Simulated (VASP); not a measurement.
# ZnSe in VASP: a series of runs, part 2 of 3

VASP 6.6.1. The steps go on from the part before.

## Step 3: Work function, PBEsol

This run uses another cell than the first one, of 27.62 Å³/atom, 0.607 times its volume.

INCAR reads:

```
PREC     = Accurate       # precision mode
ENCUT    = 520            # plane-wave cutoff, eV
EDIFF    = 1E-7           # SCF threshold, eV
ISMEAR   = 0              # smearing method
SIGMA    = 0.05           # smearing width, eV
LREAL    = F              # projectors in reciprocal space
LASPH    = T              # aspherical terms in the spheres
NELM     = 60             # most SCF steps
ALGO     = Fast           # electronic algorithm
ISIF     = 2              # what is computed and relaxed
LWAVE    = F              # write WAVECAR
LCHARG   = T              # write CHGCAR
LDIPOL   = T            
IDIPOL   = 3            
DIPOL    = 0.5 0.5 0.500
GGA      = PS             # functional
LVHAR    = T            
LVACPOTAV= T            
KPAR     = 8
```

KPOINTS reads:

```
regular mesh
0
Gamma
  4 6 1
```

POSCAR reads:

```
ZnSe
1.0
    5.6676000000      0.0000000000      0.0000000000
    0.0000000000      4.0075983930      0.0000000000
    0.0000000000      0.0000000000     17.0227951767
Zn Se
7 7
Direct
    0.5000000000      0.5000000000      0.1468618975
    0.0000000000      0.0000000000      0.2645745982
    0.5000000000      0.5000000000      0.3822872991
    0.0000000000      0.0000000000      0.5000000000
    0.5000000000      0.5000000000      0.6177127009
    0.0000000000      0.0000000000      0.7354254018
    0.5000000000      0.5000000000      0.8531381025
    0.7500000000      0.0000000000      0.1468618975
    0.2500000000      0.5000000000      0.2645745982
    0.7500000000      0.0000000000      0.3822872991
    0.2500000000      0.5000000000      0.5000000000
    0.7500000000      0.0000000000      0.6177127009
    0.2500000000      0.5000000000      0.7354254018
    0.7500000000      0.0000000000      0.8531381025
```

Potentials or basis: VASP PAW PBE potentials, release 64 (Zn, Se).

The run is started by

```bash
$ cat potpaw_PBE.64/Zn/POTCAR potpaw_PBE.64/Se/POTCAR > POTCAR
$ mpirun -np 8 vasp_std > vasp.out
```

OUTCAR:

```text
PREC = Accurate
   ENCUT = 520
   EDIFF = 1E-7
   ISMEAR = 0
   LREAL = F
   LASPH = T
   NELM = 60
   ISIF = 2
   GGA = PS

 ion  position               nearest neighbor table
   1  0.500  0.500  0.147-   9 2.45   8 2.45   8 2.45
   2  0.000  0.000  0.265-   8 2.45   9 2.45   9 2.45  10 2.45
   3  0.500  0.500  0.382-  10 2.45  10 2.45  11 2.45   9 2.45
   4  0.000  0.000  0.500-  11 2.45  11 2.45  12 2.45  10 2.45
   5  0.500  0.500  0.618-  12 2.45  12 2.45  13 2.45  11 2.45
   6  0.000  0.000  0.735-  14 2.45  13 2.45  13 2.45  12 2.45
   7  0.500  0.500  0.853-  13 2.45  14 2.45  14 2.45
   8  0.750  0.000  0.147-   2 2.45   1 2.45   1 2.45
   9  0.250  0.500  0.265-   1 2.45   2 2.45   2 2.45   3 2.45
  10  0.750  0.000  0.382-   3 2.45   3 2.45   4 2.45   2 2.45
  11  0.250  0.500  0.500-   4 2.45   4 2.45   5 2.45   3 2.45
  12  0.750  0.000  0.618-   5 2.45   5 2.45   6 2.45   4 2.45
  13  0.250  0.500  0.735-   7 2.45   6 2.45   6 2.45   5 2.45
[... 1144 lines left out ...]

------------------------ aborting loop because EDIFF is reached ----------------------------------------

  FORCE on cell =-STRESS in cart. coord.  units (eV):
  Direction    XX          YY          ZZ          XY          YZ          ZX
  --------------------------------------------------------------------------------------
  -------------------------------------------------------------------------------------
  Total       -4.3868529     -4.4783555     -1.6094434      0.0000000      0.0000000      0.0000000
  in kB      -18.1781381    -18.5573044     -6.6691739      0.0000000      0.0000000      0.0000000
  external PRESSURE =     -14.4682055 kB  Pullay stress =       0.0000000 kB

 VOLUME and BASIS-vectors are now :
 -----------------------------------------------------------------------------
  energy-cutoff  :      520.00
  volume of cell :      386.65
      direct lattice vectors                 reciprocal lattice vectors
     5.667600000  0.000000000  0.000000000     0.176441527  0.000000000  0.000000000
     0.000000000  4.007598393  0.000000000     0.000000000  0.249526001  0.000000000
     0.000000000  0.000000000 17.022795177     0.000000000  0.000000000  0.058744759

 POSITION                                       TOTAL-FORCE (eV/Angst)
 -----------------------------------------------------------------------------------
      2.83380      2.00380      2.50000         1.095397      0.000000      1.142830
      0.00000      0.00000      4.50380        -0.238176      0.000000      0.023233
      2.83380      2.00380      6.50760         0.166534     -0.000000      0.058079
      0.00000      0.00000      8.51140        -0.092004      0.000000      0.000000
      2.83380      2.00380     10.51520         0.166534      0.000000     -0.058079
      0.00000      0.00000     12.51900        -0.238176      0.000000     -0.023233
      2.83380      2.00380     14.52280         1.095397      0.000000     -1.142830
      4.25070      0.00000      2.50000        -0.553418      0.000000     -0.816678
      1.41690      2.00380      4.50380        -0.385993      0.000000     -0.326092
      4.25070      0.00000      6.50760        -0.021881      0.000000      0.095217
      1.41690      2.00380      8.51140        -0.032922      0.000000      0.000000
      4.25070      0.00000     10.51520        -0.021881      0.000000     -0.095217
      1.41690      2.00380     12.51900        -0.385993      0.000000      0.326092
      4.25070      0.00000     14.52280        -0.553418      0.000000      0.816678
 -----------------------------------------------------------------------------------
    total drift:                                0.000141     -0.000000      0.000000

  FREE ENERGIE OF THE ION-ELECTRON SYSTEM (eV)
  ---------------------------------------------------
  free  energy   TOTEN  =       -45.1415804696 eV

  energy  without entropy=      -45.1415804696  energy(sigma->0) =      -45.14158047
```

OSZICAR:

```text
N       E                     dE             d eps       ncg     rms          rms(c)
DAV:   1     0.103536483686E+04    0.10354E+04   -0.55184E+04  1800   0.181E+03
DAV:   2     0.117679079363E+03   -0.91769E+03   -0.88335E+03  1808   0.430E+02
DAV:   3    -0.378058700944E+02   -0.15548E+03   -0.15116E+03  1990   0.163E+02
DAV:   4    -0.477927205836E+02   -0.99869E+01   -0.99140E+01  2048   0.384E+01
DAV:   5    -0.479832122848E+02   -0.19049E+00   -0.19014E+00  2040   0.486E+00    0.122E+01
RMM:   6    -0.453920921668E+02    0.25911E+01   -0.80889E+00  1915   0.136E+01    0.974E+00
RMM:   7    -0.451331260833E+02    0.25897E+00   -0.23060E+00  2013   0.628E+00    0.343E+00
RMM:   8    -0.451517614636E+02   -0.18635E-01   -0.60773E-01  2107   0.250E+00    0.144E+00
RMM:   9    -0.451397932242E+02    0.11968E-01   -0.13197E-01  1998   0.208E+00    0.730E-01
RMM:  10    -0.451391667611E+02    0.62646E-03   -0.28233E-02  2071   0.925E-01    0.183E-01
RMM:  11    -0.451414472192E+02   -0.22805E-02   -0.63443E-03  2031   0.284E-01    0.152E-01
RMM:  12    -0.451413938565E+02    0.53363E-04   -0.18436E-03  2081   0.216E-01    0.387E-02
RMM:  13    -0.451414554012E+02   -0.61545E-04   -0.58061E-04  2102   0.755E-02    0.229E-02
RMM:  14    -0.451415699594E+02   -0.11456E-03   -0.15797E-04  2064   0.532E-02    0.260E-02
RMM:  15    -0.451415723108E+02   -0.23514E-05   -0.27595E-05  2127   0.188E-02    0.120E-02
RMM:  16    -0.451415787279E+02   -0.64171E-05   -0.17500E-05  2098   0.175E-02    0.398E-03
RMM:  17    -0.451415804657E+02   -0.17378E-05   -0.68497E-06  2085   0.877E-03    0.317E-03
RMM:  18    -0.451415804696E+02   -0.39236E-08   -0.93950E-07  1876   0.340E-03
   1 F= -.45141580E+02 E0= -.45141580E+02  d E =-.305362E-14
```

stdout:

```text
POSCAR found type information on POSCAR ZnSe
 POSCAR found :  2 types and      14 ions
 scaLAPACK will be used
 -----------------------------------------------------------------------------
[... 92 lines left out ...]
|     Did not find any points to average over, which means that no vacuum     |
|     field-free region was found. Please increase the size of  your cell     |
|     in the dimension of the dipole correction to obtain accurate            |
|     workfunction values.                                                    |
|                                                                             |
 -----------------------------------------------------------------------------
```

Run time: 2.6 min. Hardware: 8 MPI ranks of AMD EPYC 7R43 (Zen 3), shared host; peak memory 0.5 GiB.

What came out:

```yaml
Free_energy: -45.1416 eV
Largest_force: 1.583 eV/Å
Band_gap_on_the_k_mesh: 0.90 eV, direct
```

Forces in eV/Å, atoms in the order of the input:
```
Zn   1.095  0.000  1.143
Zn  -0.238  0.000  0.023
Zn   0.167  0.000  0.058
Zn  -0.092  0.000  0.000
Zn   0.167  0.000 -0.058
Zn  -0.238  0.000 -0.023
Zn   1.095  0.000 -1.143
Se  -0.553  0.000 -0.817
Se  -0.386  0.000 -0.326
Se  -0.022  0.000  0.095
Se  -0.033  0.000  0.000
Se  -0.022  0.000 -0.095
Se  -0.386  0.000  0.326
Se  -0.553  0.000  0.817
```

Levels at points of the mesh, in eV from the valence-band top:
| k point | band 60 | band 61 | band 62 | band 63 | band 64 | band 65 | band 66 | band 67 |
| --- | --- | --- | --- | --- | --- | --- | --- | --- |
| (0.00, 0.00, 0.00) | -0.15 | -0.08 | -0.07 | 0.00 | 0.90 | 1.87 | 2.73 | 3.11 |
| (0.50, 0.00, 0.00) | -0.60 | -0.57 | -0.51 | -0.35 | 1.74 | 2.18 | 2.88 | 2.91 |
| (0.00, 0.50, 0.00) | -1.42 | -1.36 | -0.63 | -0.31 | 2.02 | 2.54 | 3.09 | 3.31 |
| (0.50, 0.50, 0.00) | -1.08 | -1.04 | -0.64 | -0.27 | 1.59 | 2.23 | 3.09 | 3.55 |

Caveat: the PAW data sets were made with another functional, which shifts forces and pressure a little.

## Step 4: Work function, PBEsol

This run uses another cell than the first one, of 35.73 Å³/atom, 0.786 times its volume.

INCAR is that of step 3.

KPOINTS is that of step 3.

POSCAR reads:

```
ZnSe
1.0
    5.6676000000      0.0000000000      0.0000000000
    0.0000000000      4.0075983930      0.0000000000
    0.0000000000      0.0000000000     22.0227951767
Zn Se
7 7
Direct
    0.5000000000      0.5000000000      0.2270374837
    0.0000000000      0.0000000000      0.3180249890
    0.5000000000      0.5000000000      0.4090124945
    0.0000000000      0.0000000000      0.5000000000
    0.5000000000      0.5000000000      0.5909875055
    0.0000000000      0.0000000000      0.6819750110
    0.5000000000      0.5000000000      0.7729625163
    0.7500000000      0.0000000000      0.2270374837
    0.2500000000      0.5000000000      0.3180249890
    0.7500000000      0.0000000000      0.4090124945
    0.2500000000      0.5000000000      0.5000000000
    0.7500000000      0.0000000000      0.5909875055
    0.2500000000      0.5000000000      0.6819750110
    0.7500000000      0.0000000000      0.7729625163
```

Potentials or basis: VASP PAW PBE potentials, release 64 (Zn, Se).

The run is started by

```bash
$ cat potpaw_PBE.64/Zn/POTCAR potpaw_PBE.64/Se/POTCAR > POTCAR
$ mpirun -np 8 vasp_std > vasp.out
```

OUTCAR:

```text
PREC = Accurate
   ENCUT = 520
   EDIFF = 1E-7
   ISMEAR = 0
   LREAL = F
   LASPH = T
   NELM = 60
   ISIF = 2
   GGA = PS

 ion  position               nearest neighbor table
   1  0.500  0.500  0.227-   9 2.45   8 2.45   8 2.45
   2  0.000  0.000  0.318-   8 2.45   9 2.45   9 2.45  10 2.45
   3  0.500  0.500  0.409-  10 2.45  10 2.45   9 2.45  11 2.45
   4  0.000  0.000  0.500-  11 2.45  11 2.45  12 2.45  10 2.45
   5  0.500  0.500  0.591-  12 2.45  12 2.45  13 2.45  11 2.45
   6  0.000  0.000  0.682-  14 2.45  13 2.45  13 2.45  12 2.45
   7  0.500  0.500  0.773-  13 2.45  14 2.45  14 2.45
   8  0.750  0.000  0.227-   2 2.45   1 2.45   1 2.45
   9  0.250  0.500  0.318-   1 2.45   2 2.45   2 2.45   3 2.45
  10  0.750  0.000  0.409-   3 2.45   3 2.45   2 2.45   4 2.45
  11  0.250  0.500  0.500-   4 2.45   4 2.45   5 2.45   3 2.45
  12  0.750  0.000  0.591-   5 2.45   5 2.45   6 2.45   4 2.45
  13  0.250  0.500  0.682-   7 2.45   6 2.45   6 2.45   5 2.45
  14  0.750  0.000  0.773-   6 2.45   7 2.45   7 2.45

  LATTYP: Found a simple orthorhombic cell.
 ALAT       =     4.0075983930
[... 1143 lines left out ...]
  FORCE on cell =-STRESS in cart. coord.  units (eV):
  Direction    XX          YY          ZZ          XY          YZ          ZX
  --------------------------------------------------------------------------------------
  -------------------------------------------------------------------------------------
  Total       -4.2359925     -4.4103520     -1.8647418      0.0000000      0.0000000      0.0000000
  in kB      -13.5678158    -14.1262864     -5.9727380      0.0000000      0.0000000      0.0000000
  external PRESSURE =     -11.2222801 kB  Pullay stress =       0.0000000 kB

 VOLUME and BASIS-vectors are now :
 -----------------------------------------------------------------------------
  energy-cutoff  :      520.00
  volume of cell :      500.21
      direct lattice vectors                 reciprocal lattice vectors
     5.667600000  0.000000000  0.000000000     0.176441527  0.000000000  0.000000000
     0.000000000  4.007598393  0.000000000     0.000000000  0.249526001  0.000000000
     0.000000000  0.000000000 22.022795177     0.000000000  0.000000000  0.045407497

 POSITION                                       TOTAL-FORCE (eV/Angst)
 -----------------------------------------------------------------------------------
      2.83380      2.00380      5.00000         1.084039     -0.000000      1.120199
      0.00000      0.00000      7.00380        -0.235799      0.000000      0.018905
      2.83380      2.00380      9.00760         0.164760     -0.000000      0.055531
      0.00000      0.00000     11.01140        -0.091905     -0.000000     -0.000000
      2.83380      2.00380     13.01520         0.164760     -0.000000     -0.055531
      0.00000      0.00000     15.01900        -0.235799     -0.000000     -0.018905
      2.83380      2.00380     17.02280         1.084039      0.000000     -1.120199
      4.25070      0.00000      5.00000        -0.549185     -0.000000     -0.811900
      1.41690      2.00380      7.00380        -0.382206     -0.000000     -0.322257
      4.25070      0.00000      9.00760        -0.019463     -0.000000      0.092537
      1.41690      2.00380     11.01140        -0.032387     -0.000000     -0.000000
      4.25070      0.00000     13.01520        -0.019463     -0.000000     -0.092537
      1.41690      2.00380     15.01900        -0.382206     -0.000000      0.322257
      4.25070      0.00000     17.02280        -0.549185     -0.000000      0.811900
 -----------------------------------------------------------------------------------
    total drift:                               -0.000193     -0.000000      0.000000

  FREE ENERGIE OF THE ION-ELECTRON SYSTEM (eV)
  ---------------------------------------------------
  free  energy   TOTEN  =       -45.1732497277 eV

  energy  without entropy=      -45.1732497277  energy(sigma->0) =      -45.17324973

 vacuum level on the upper side and lower side of the slab         4.257         4.257
```

It took 4.5 min on 8 MPI ranks of AMD EPYC 7R43 (Zen 3), shared host; peak memory 0.65 GiB.

What came out:

| Property | Result |
| --- | --- |
| Free energy | -45.1732 eV |
| Largest force | 1.559 eV/Å |
| Band gap on the k mesh | 1.03 eV, direct |
| Ionisation potential of the upper face | 5.22 eV |

Forces on the atoms (eV/Å):
```
Zn   1.084  0.000  1.120
Zn  -0.236  0.000  0.019
Zn   0.165  0.000  0.056
Zn  -0.092  0.000  0.000
Zn   0.165  0.000 -0.056
Zn  -0.236  0.000 -0.019
Zn   1.084  0.000 -1.120
Se  -0.549  0.000 -0.812
Se  -0.382  0.000 -0.322
Se  -0.019  0.000  0.093
Se  -0.032  0.000  0.000
Se  -0.019  0.000 -0.093
Se  -0.382  0.000  0.322
Se  -0.549  0.000  0.812
```

Caveat: the PAW data sets were made with another functional, which shifts forces and pressure a little.

(Part 2 of 3 ends here.)
